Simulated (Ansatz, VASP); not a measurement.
# In3Ga13O24 (Ga1.6In0.4O3, monoclinic beta-Ga2O3 type) in two plane-wave programs

Aim: how closely do two programs agree when they are given the same cell, functional and k mesh? The cell is invented: As first built, before any earlier steps moved the atoms (in the runner's words): 1x2x2 conventional cells of the Ga2O3 type (80 atoms: 48 O, 26 Ga, 6 In); Ga/In share their sites, the best of 600 random draws by like-pair counts in two shells; start lattice of Ga2O3; atoms moved at random by 0.02 A. It may not be a known or stable phase. Of the first pair: The structure shown is the start of the Ansatz relaxation below; VASP solves that cell, so the two are compared at the walk's first step.

Method: plane waves, with VASP 6.6.1 beside it; single point at PBE, in Ansatz 0.2.0.

**1. The starting structure**

The cell holds 80 atoms: 48 O, 26 Ga and 6 In. Its edges and angles: a = 12.214 Å, b = 6.074 Å, c = 11.596 Å, α = 90.0°, β = 103.8°, γ = 90.0°. It derives from Ga2O3 (Ga2O3 type, space group 12), repeated 1×2×2. As first built, before any earlier steps moved the atoms (in the runner's words): 1x2x2 conventional cells of the Ga2O3 type (80 atoms: 48 O, 26 Ga, 6 In); Ga/In share their sites, the best of 600 random draws by like-pair counts in two shells; start lattice of Ga2O3; atoms moved at random by 0.02 A.

**2. Ansatz: relaxation, PBE**

Ansatz runs on its default PAW (the set named soft_2) files.

The two programs are compared at the cell with which this relaxation starts, whose forces are those of its first step.

input.yaml

```yaml
crystal:
  lattice:
    - [12.214, 0.0, 0.0]
    - [0.0, 6.0742, 0.0]
    - [-2.77198, 0.0, 11.26002]
  atoms:
    - { symbol: O, position: [0.16513, 0.99453, 0.05619] }
    - { symbol: O, position: [0.33463, 0.24961, 0.4427] }
    - { symbol: O, position: [0.17317, 0.99949, 0.28149] }
    - { symbol: O, position: [0.3283, 0.25463, 0.21863] }
    - { symbol: O, position: [0.49521, 0.00366, 0.1269] }
    - { symbol: O, position: [0.00405, 0.25071, 0.37212] }
    - { symbol: O, position: [0.66328, 0.24913, 0.05463] }
    - { symbol: O, position: [0.83504, 0.9954, 0.44509] }
    - { symbol: O, position: [0.67055, 0.24867, 0.28431] }
    - { symbol: O, position: [0.82708, 0.0004, 0.21622] }
    - { symbol: O, position: [0.99972, 0.25212, 0.12619] }
    - { symbol: O, position: [0.50046, 0.00242, 0.36921] }
    - { symbol: O, position: [0.16441, 1.0, 0.55628] }
    - { symbol: O, position: [0.33564, 0.25356, 0.94355] }
    - { symbol: O, position: [0.17462, 0.00279, 0.78179] }
    - { symbol: O, position: [0.32661, 0.25856, 0.7185] }
    - { symbol: O, position: [0.49732, 0.00109, 0.62646] }
    - { symbol: O, position: [0.00138, 0.24833, 0.87146] }
    - { symbol: O, position: [0.66723, 0.24733, 0.55522] }
    - { symbol: O, position: [0.83377, 0.00376, 0.94908] }
    - { symbol: O, position: [0.67131, 0.24136, 0.78194] }
    - { symbol: O, position: [0.82632, 0.00066, 0.71826] }
    - { symbol: O, position: [0.99545, 0.25174, 0.62804] }
    - { symbol: O, position: [0.50713, 0.9955, 0.87414] }
    - { symbol: O, position: [0.16409, 0.49878, 0.05132] }
    - { symbol: O, position: [0.33744, 0.74652, 0.44474] }
    - { symbol: O, position: [0.1734, 0.50005, 0.28149] }
    - { symbol: O, position: [0.32715, 0.74939, 0.21837] }
    - { symbol: O, position: [0.49512, 0.49681, 0.12622] }
    - { symbol: O, position: [0.00267, 0.74494, 0.37129] }
    - { symbol: O, position: [0.66554, 0.75184, 0.05783] }
    - { symbol: O, position: [0.8344, 0.50211, 0.44404] }
    - { symbol: O, position: [0.67222, 0.74628, 0.2818] }
    - { symbol: O, position: [0.82715, 0.49773, 0.21684] }
    - { symbol: O, position: [0.99691, 0.74675, 0.12996] }
    - { symbol: O, position: [0.50365, 0.50422, 0.37413] }
    - { symbol: O, position: [0.16315, 0.50628, 0.55495] }
    - { symbol: O, position: [0.3356, 0.75271, 0.94533] }
    - { symbol: O, position: [0.17585, 0.50202, 0.78297] }
    - { symbol: O, position: [0.32684, 0.74727, 0.7188] }
    - { symbol: O, position: [0.49465, 0.4979, 0.62986] }
    - { symbol: O, position: [0.00705, 0.75309, 0.87314] }
    - { symbol: O, position: [0.66492, 0.75361, 0.55798] }
    - { symbol: O, position: [0.83681, 0.49903, 0.94576] }
    - { symbol: O, position: [0.67552, 0.7496, 0.77796] }
    - { symbol: O, position: [0.82631, 0.49967, 0.71945] }
    - { symbol: O, position: [0.99814, 0.75196, 0.62844] }
    - { symbol: O, position: [0.50029, 0.50767, 0.86523] }
    - { symbol: Ga, position: [0.08858, 0.00231, 0.39694] }
    - { symbol: Ga, position: [0.40894, 0.24919, 0.10446] }
    - { symbol: Ga, position: [0.15875, 0.25448, 0.15782] }
    - { symbol: Ga, position: [0.3404, 0.00272, 0.34326] }
    - { symbol: Ga, position: [0.59057, 0.24703, 0.39669] }
    - { symbol: Ga, position: [0.90729, 0.99418, 0.10466] }
    - { symbol: Ga, position: [0.65829, 0.99702, 0.15579] }
    - { symbol: Ga, position: [0.84351, 0.24896, 0.34399] }
    - { symbol: Ga, position: [0.0914, 0.0062, 0.89538] }
    - { symbol: Ga, position: [0.41044, 0.25228, 0.60463] }
    - { symbol: Ga, position: [0.1593, 0.24846, 0.65809] }
    - { symbol: Ga, position: [0.34017, 0.9988, 0.84194] }
    - { symbol: Ga, position: [0.5919, 0.24919, 0.89751] }
    - { symbol: Ga, position: [0.90959, 0.00714, 0.60551] }
    - { symbol: Ga, position: [0.65713, 0.99892, 0.6553] }
    - { symbol: Ga, position: [0.09149, 0.50012, 0.39606] }
    - { symbol: Ga, position: [0.41195, 0.74909, 0.1031] }
    - { symbol: Ga, position: [0.34099, 0.49839, 0.34315] }
    - { symbol: Ga, position: [0.65656, 0.50001, 0.15883] }
    - { symbol: Ga, position: [0.09168, 0.50184, 0.89686] }
    - { symbol: Ga, position: [0.41051, 0.75376, 0.6029] }
    - { symbol: Ga, position: [0.15976, 0.74548, 0.66152] }
    - { symbol: Ga, position: [0.33978, 0.50495, 0.84245] }
    - { symbol: Ga, position: [0.58912, 0.74746, 0.8982] }
    - { symbol: Ga, position: [0.65907, 0.49662, 0.65799] }
    - { symbol: Ga, position: [0.84258, 0.75108, 0.84501] }
    - { symbol: In, position: [0.84142, 0.24532, 0.84277] }
    - { symbol: In, position: [0.15832, 0.75526, 0.15398] }
    - { symbol: In, position: [0.59486, 0.7525, 0.40015] }
    - { symbol: In, position: [0.91188, 0.49935, 0.10298] }
    - { symbol: In, position: [0.84458, 0.74824, 0.34595] }
    - { symbol: In, position: [0.91312, 0.4991, 0.60284] }
kpoints:
  mp_grid: { grid: [2, 3, 2], shift: [0.5, 0.0, 0.5] }
hamiltonian:
  xc: pbe
scf:
  occupations: { method: fermi_dirac, width: 0.01 }
output:
  forces: true
  stress: true
relax:
  f_tol: 0.02
  max_steps: 45
  cell: { stress_tol: 0.1 }
```

On the command line:

```console
$ ansatz run input.yaml --threads 8 --pin off --max-ram 15360MiB --backend cpu --events-out ev --progress --plain --runs-dir out
```

Numbers of over 12 decimals in the logs are rounded to 6 here.

What it wrote:

```text
The last accepted step is kept in <dir> (removed where the run ends without a failure and the disk answers)
Engine: ansatz 0.2.0, x86_64-unknown-linux-gnu
Pseudopotentials: kind: paw
Pseudopotential: O, paw, valence charge 6, recommended cutoff 420 eV (normal), O.paw.azcp
Pseudopotential: Ga, paw, valence charge 13, recommended cutoff 420 eV (normal), Ga.paw.azcp
Pseudopotential: In, paw, valence charge 13, recommended cutoff 420 eV (normal), In.paw.azcp
Functional definition: PBE
  parameter kappa = 0.804
  parameter beta = 0.066725
  exchange = pbe_x(kappa = kappa, mu = beta*pi^2/3)
  correlation = pbe_c(beta = beta)
Crystal: 80 atoms, lattice volume = 835.384 Å³
Basis set: ecut = 420 eV, 16313 PW (Γ), exchange–correlation on 180×90×160 points (8 copies of the dense FFT grid, shifted against one another)
Bands: 432, of which v1, the nominal top of the filled ones, is band 352 counted from 1 (351 counted from 0)
Symmetry: 1 space group operations
Space group: P1 (ITA 1), of the structure as read, at distance tolerance 9.4e-5 Å
k-points: 6 of 12 (time reversal used)
Non-local potential: O, projectors of the file, l = 0: 2, l = 1: 2, l = 2: 1
Non-local potential: Ga, projectors of the file, l = 0: 2, l = 1: 2, l = 2: 3, l = 3: 1
Non-local potential: In, projectors of the file, l = 0: 2, l = 1: 2, l = 2: 2, l = 3: 2
PAW form: soft (Blöchl's): semilocal exchange-correlation on the pseudo side does not see the compensation charge
PAW one-centre angular grid: O, 110 points (default); XC on 64 Gauss nodes
PAW one-centre angular grid: Ga, 590 points (default); XC on 64 Gauss nodes
PAW one-centre angular grid: In, 590 points (default); XC on 64 Gauss nodes
Initial density: superposition of atomic densities (neutral atoms: chi_scale 0, normalization atom), corrected by the library's trained network
Initial wavefunctions: pseudopotential atomic-orbital guess
Functional: x = pbe(κ = 0.804, μ = 0.219515), c = pbe(β = 0.066725)
SCF iter   1: F=—  HF=-159188.671195 eV  |F-HF|=—  |Δ(HF+E_count)|=         —  Δρ=1.65e-3  dr2=2.44e-2  ethr=1.77e-3  ⟨swp⟩=6.0  Hψ=9677  notcnv=0  defer=22
preconditioner: auto → Resta (q_TF=auto, 2.652 Å⁻¹)  ε∞=4.6  [insulator: Δε(μ)=2.754 eV  Ē_g=17.873 eV  σ=0.010 eV  W_gap=1.00  n_scr=268 (ndim 8)  ℏωp=34.1 eV  f_vac=0.011  D(μ)=0.00/eV (n_scr^D=0)  ε∞_Penn≈4.6]
SCF iter   2: F=—  HF=-159188.675442 eV  |F-HF|=—  |Δ(HF+E_count)|=   4.25e-3  Δρ=8.46e-4  dr2=6.47e-3  ethr=3.47e-6  ⟨swp⟩=2.0  Hψ=5120  notcnv=0  defer=454
SCF iter   3: F=—  HF=-159188.677945 eV  |F-HF|=—  |Δ(HF+E_count)|=   2.50e-3  Δρ=3.44e-4  dr2=1.10e-3  ethr=9.19e-7  ⟨swp⟩=2.5  Hψ=4162  notcnv=0  defer=454
SCF iter   4: F=—  HF=-159188.677839 eV  |F-HF|=—  |Δ(HF+E_count)|=   1.06e-4  Δρ=1.06e-4  dr2=9.36e-5  ethr=1.56e-7  ⟨swp⟩=2.0  Hψ=4131  notcnv=0  defer=454
SCF iter   5: F=—  HF=-159188.678243 eV  |F-HF|=—  |Δ(HF+E_count)|=   4.04e-4  Δρ=3.97e-5  dr2=1.23e-5  ethr=1.33e-8  ⟨swp⟩=2.0  Hψ=4285  notcnv=0  defer=454
SCF iter   6: F=—  HF=-159188.678248 eV  |F-HF|=—  |Δ(HF+E_count)|=   5.51e-6  Δρ=1.75e-5  dr2=2.12e-6  ethr=1.74e-9  ⟨swp⟩=2.0  Hψ=4227  notcnv=0  defer=454
SCF iter   7: F=—  HF=-159188.678248 eV  |F-HF|=—  |Δ(HF+E_count)|=   2.12e-7  Δρ=6.76e-6  dr2=3.47e-7  ethr=3.01e-10  ⟨swp⟩=2.0  Hψ=4316  notcnv=0  defer=454
SCF iter   8: F=-159188.678248 eV  HF=-159188.678248 eV  |F-HF|=1.20e-8  |Δ(HF+E_count)|=   1.05e-7  Δρ=2.15e-6  dr2=3.89e-8  ethr=1.42e-11  ⟨swp⟩=4.0  Hψ=8234  notcnv=0
SCF 1 converged in 8 iterations: F = -159188.678248 eV  dr2 = 3.89e-8
  greatest PAW one-centre occupation: 0.998 electrons in one spin orbital (limit 2), on the Ga atom at site 69 (counted from 0), in its partial waves of l = 2
relax step   1: F+E_penalty+E_count = -159188.67824846 eV  Δ(F+E_penalty+E_count) = +0.000e0 eV  max|allowed force component| = 5.779e0 eV/Å  Δτ_max = 0.0000 Å  P = +26.507 GPa  Ω = 835.384 Å³  (8 SCF iters, dr2 threshold 1.00e-7 eV, accepted)
Crystal: 80 atoms, lattice volume = 900.278 Å³
Basis set: ecut = 420 eV, 17627 PW (Γ), exchange–correlation on 180×90×160 points (8 copies of the dense FFT grid, shifted against one another)
Initial density: handed on by an earlier stage of this run
Initial wavefunctions: those handed on with the density
iter 1 solved again at ethr=4.10e-4 eV; its pass at ethr=3.10e-3 eV (dr2=2.89e0 eV) is discarded
SCF iter   1: F=—  HF=-159201.560352 eV  |F-HF|=—  |Δ(HF+E_count)|=         —  Δρ=2.33e-2  dr2=2.85e0  ethr=4.10e-4  ⟨swp⟩=5.3  Hψ=11678  notcnv=0
preconditioner: auto → Resta (q_TF=auto, 2.619 Å⁻¹)  ε∞=4.6  [insulator: Δε(μ)=2.186 eV  Ē_g=17.190 eV  σ=0.010 eV  W_gap=1.00  n_scr=276 (ndim 8)  ℏωp=32.8 eV  f_vac=0.032  D(μ)=0.00/eV (n_scr^D=0)  ε∞_Penn≈4.6]
SCF iter   2: F=—  HF=-159200.881163 eV  |F-HF|=—  |Δ(HF+E_count)|=   6.79e-1  Δρ=9.73e-3  dr2=4.18e-1  ethr=4.05e-4  ⟨swp⟩=5.5  Hψ=4138  notcnv=0
[...]
atom  52  Ga    -0.00115232    -0.00076879     0.00032395
  atom  53  Ga    -0.00100822    -0.00022076    -0.00041453
  atom  54  Ga     0.00008978    -0.00165376     0.00039875
  atom  55  Ga     0.00143368    -0.00150062     0.00119386
  atom  56  Ga    -0.00107316    -0.00160222     0.00068567
  atom  57  Ga    -0.00112158     0.00030450    -0.00090965
  atom  58  Ga     0.00101288     0.00021025    -0.00004296
  atom  59  Ga    -0.00225337     0.00046142    -0.00106494
  atom  60  Ga    -0.00003942     0.00031027    -0.00001611
  atom  61  Ga    -0.00144665     0.00074265    -0.00088222
  atom  62  Ga     0.00036251     0.00195322    -0.00028025
  atom  63  Ga     0.00066706     0.00112568     0.00095440
  atom  64  Ga    -0.00175825    -0.00039299    -0.00037860
  atom  65  Ga    -0.00027703     0.00002326     0.00029190
  atom  66  Ga    -0.00113153     0.00002061    -0.00094611
  atom  67  Ga     0.00123741     0.00267174    -0.00002073
  atom  68  Ga    -0.00124144    -0.00009465    -0.00073018
  atom  69  Ga     0.00221958    -0.00029248     0.00002181
  atom  70  Ga    -0.00241079    -0.00132893     0.00109789
  atom  71  Ga    -0.00019579    -0.00014499    -0.00098046
  atom  72  Ga    -0.00053607    -0.00052469    -0.00036331
  atom  73  Ga     0.00138244    -0.00131023     0.00006242
  atom  74  Ga    -0.00080001     0.00047285     0.00085526
  atom  75  In    -0.00248530     0.00070144    -0.00158703
  atom  76  In    -0.00010417     0.00038712    -0.00075707
  atom  77  In    -0.00038440    -0.00007036     0.00059547
  atom  78  In     0.00195807     0.00184459     0.00001402
  atom  79  In    -0.00217509     0.00001687    -0.00081895
  atom  80  In     0.00065477    -0.00240220    -0.00006904
  max |Σ_I F_I| component: 8.53e-6 eV/Å
--- Stress (GPa, compression-positive) ---
        0.011437      -0.000391      -0.002042
       -0.000391      -0.002626       0.000819
       -0.002042       0.000819       0.002283
  P = ⅓ Tr σ = 0.0037 GPa (0.037 kbar)
--- Relaxed structure (9 steps of the walk, 9 accepted, 3 SCFs on fresh bases) ---
  F+E_penalty+E_count = -159202.65458186 eV   max|allowed force component| = 2.885e-3 eV/Å   (the final SCF, on the basis selected at the relaxed cell)
  cell:  # Å, volume = 928.7871 Å³
    - [12.636822, -0.00333259, 0.030880]
    - [-0.00165735, 6.314030, -3.0444907501346362e-6]
    - [-2.839471, 0.000750692, 11.633563]
  atoms:
    - { symbol: O, position: [0.172178, 1.011559, 0.048560] }
    - { symbol: O, position: [0.334749, 0.251512, 0.449353] }
    - { symbol: O, position: [0.181175, 1.012629, 0.290198] }
    - { symbol: O, position: [0.325709, 0.251953, 0.215946] }
    - { symbol: O, position: [0.492996, 0.00328397, 0.125288] }
    - { symbol: O, position: [0.00584539, 0.252281, 0.375074] }
    - { symbol: O, position: [0.655920, 0.252452, 0.050318] }
    - { symbol: O, position: [0.838000, 1.014430, 0.450038] }
    - { symbol: O, position: [0.669274, 0.238552, 0.281977] }
    - { symbol: O, position: [0.822844, 0.018966, 0.210622] }
    - { symbol: O, position: [1.005911, 0.226204, 0.129065] }
    - { symbol: O, position: [0.496712, 0.018681, 0.371526] }
    - { symbol: O, position: [0.170868, 1.003508, 0.557200] }
    - { symbol: O, position: [0.342893, 0.253758, 0.945521] }
    - { symbol: O, position: [0.180891, -0.00130263, 0.785303] }
    - { symbol: O, position: [0.328319, 0.252740, 0.719603] }
    - { symbol: O, position: [0.490546, -0.000800203, 0.625889] }
    - { symbol: O, position: [0.013799, 0.250521, 0.872517] }
    - { symbol: O, position: [0.658886, 0.249038, 0.556926] }
    - { symbol: O, position: [0.836795, -0.016061, 0.948552] }
    - { symbol: O, position: [0.659992, 0.247183, 0.776385] }
    - { symbol: O, position: [0.825186, -0.012343, 0.712564] }
    - { symbol: O, position: [1.006876, 0.232287, 0.636920] }
    - { symbol: O, position: [0.501652, 1.000121, 0.870813] }
[...]
- { symbol: O, position: [0.491926, 0.500908, 0.627240] }
    - { symbol: O, position: [0.00797045, 0.749057, 0.875722] }
    - { symbol: O, position: [0.661309, 0.749758, 0.564598] }
    - { symbol: O, position: [0.824404, 0.517791, 0.937396] }
    - { symbol: O, position: [0.669044, 0.760472, 0.782348] }
    - { symbol: O, position: [0.816791, 0.514542, 0.718154] }
    - { symbol: O, position: [1.006204, 0.768754, 0.631589] }
    - { symbol: O, position: [0.503247, 0.505216, 0.870207] }
    - { symbol: Ga, position: [0.095735, 0.00827287, 0.402523] }
    - { symbol: Ga, position: [0.409413, 0.251571, 0.103210] }
    - { symbol: Ga, position: [0.164944, 0.244892, 0.154741] }
    - { symbol: Ga, position: [0.342105, 0.00450356, 0.349856] }
    - { symbol: Ga, position: [0.590772, 0.246725, 0.399338] }
    - { symbol: Ga, position: [0.909892, 0.999478, 0.101465] }
    - { symbol: Ga, position: [0.653069, 1.004211, 0.151306] }
    - { symbol: Ga, position: [0.835393, 0.249081, 0.339541] }
    - { symbol: Ga, position: [0.094062, -0.000929002, 0.895858] }
    - { symbol: Ga, position: [0.409301, 0.250328, 0.603586] }
    - { symbol: Ga, position: [0.165756, 0.247265, 0.660273] }
    - { symbol: Ga, position: [0.342944, 1.001228, 0.847654] }
    - { symbol: Ga, position: [0.581571, 0.252105, 0.894772] }
    - { symbol: Ga, position: [0.914544, 0.00130452, 0.603714] }
    - { symbol: Ga, position: [0.651450, 0.999133, 0.657794] }
    - { symbol: Ga, position: [0.097007, 0.494082, 0.402512] }
    - { symbol: Ga, position: [0.413177, 0.750990, 0.102872] }
    - { symbol: Ga, position: [0.342226, 0.493148, 0.346029] }
    - { symbol: Ga, position: [0.653019, 0.502856, 0.149568] }
    - { symbol: Ga, position: [0.094780, 0.500685, 0.895942] }
    - { symbol: Ga, position: [0.408284, 0.749540, 0.602822] }
    - { symbol: Ga, position: [0.165014, 0.754438, 0.657928] }
    - { symbol: Ga, position: [0.342975, 0.502355, 0.844355] }
    - { symbol: Ga, position: [0.587544, 0.753647, 0.895453] }
    - { symbol: Ga, position: [0.651772, 0.500189, 0.658149] }
    - { symbol: Ga, position: [0.838047, 0.752201, 0.838768] }
    - { symbol: In, position: [0.839706, 0.247218, 0.838818] }
    - { symbol: In, position: [0.164226, 0.752140, 0.160332] }
    - { symbol: In, position: [0.586044, 0.748034, 0.394301] }
    - { symbol: In, position: [0.911846, 0.491250, 0.100239] }
    - { symbol: In, position: [0.845091, 0.753911, 0.336183] }
    - { symbol: In, position: [0.914528, 0.499546, 0.601999] }
```

(Continued in part 2 of 3.)

[Lines on the potential files, build, host, timing and source positions are cut from VASP's logs without a mark.]

[Logs are printed without paths, hosts, clocks, repeated set-up lines and the standing remarks that a program may print on its own settings, such as how far it seeks lower states.]

[Hosts, paths, dates, database ids (printed as entryN), source tags and the programs' standing remarks are cut or masked in the printed files.]
